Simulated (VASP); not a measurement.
Write the native input for VASP 6.6.1 that does the following.

| Property | Result |
| --- | --- |
| Task | single point |
| Functional | r2SCAN |
| Dispersion | rVV10 |
| Potentials or basis | VASP PAW PBE potentials, release 64 (Ga_d, N) |
| Cutoff | 520 eV |
| k mesh | 12 × 12 × 1 |
| Occupations | gaussian, width 0.03 eV |
| Spin | no spin polarisation |
| Dipole correction | yes |
| Further INCAR settings | ALGO = Normal; EDIFF = 1e-06; NBANDS = 16 |

Sheet: GaN, a sheet with vacuum.

```xyz
2
Lattice="3.1784 0.0000 0.0000 -1.5892 2.7526 0.0000 0.0000 0.0000 23.8000" Properties=species:S:1:pos:R:3 pbc="T T T"
Ga    0.0000    1.8350    7.0000
N     1.5892    0.9175    7.0000
```

The cell was built by a generator and needn't be a form met in nature.

These files were run (other wordings do the same):

POSCAR

```
GaN
1.0
    3.1783946424      0.0000000000      0.0000000000
   -1.5891973212      2.7525705036      0.0000000000
    0.0000000000      0.0000000000     23.8000000000
Ga N
1 1
Direct
    0.3333333333      0.6666666667      0.2941176471
    0.6666666667      0.3333333333      0.2941176471
```

INCAR.step1

```
  PREC = Accurate
  ENCUT = 520
  ISMEAR = 0
  SIGMA = 0.03
  LREAL = F
  LASPH = T
  NELM = 100
  LDIPOL = T
  IDIPOL = 3
  DIPOL = 0.5 0.5 0.294
  NBANDS = 16
  GGA = PE
  ALGO = Normal
  EDIFF = 1E-4
  LWAVE = T
  LCHARG = F
```

INCAR.step2

```
  PREC = Accurate
  ENCUT = 520
  EDIFF = 1E-6
  ISMEAR = 0
  SIGMA = 0.03
  LREAL = F
  LASPH = T
  NELM = 100
  ALGO = Normal
  ISIF = 2
  LWAVE = F
  LCHARG = T
  LDIPOL = T
  IDIPOL = 3
  DIPOL = 0.5 0.5 0.294
  METAGGA = R2SCAN
  LMIXTAU = T
  LUSE_VDW = T
  IVDW_NL = 2
  BPARAM = 11.95
  CPARAM = 0.0093
  LELF = T
  LVHAR = T
  LVACPOTAV = T
  NBANDS = 16
  ISTART = 1
```

KPOINTS

```
Automatic mesh
0
Gamma
  12 12 1
```

Potentials or basis: VASP PAW PBE potentials, release 64 (Ga_d, N).

Launch:

```console
$ cat potpaw_PBE.64/Ga_d/POTCAR potpaw_PBE.64/N/POTCAR > POTCAR
$ cp INCAR.step1 INCAR
$ mpirun -np 1 vasp_std > vasp.out
$ cp INCAR.step2 INCAR
$ mpirun -np 1 vasp_std > vasp.out
```

It gave:

The band gap on the k mesh is 2.73 eV, indirect (least direct gap 2.89 eV). The ionisation potential of the upper face is 5.55 eV.

Wall time 6 min on 1 thread of Intel(R) Xeon(R) 6975P-C (Granite Rapids), with other jobs on the host, peak memory 0.71 GiB.
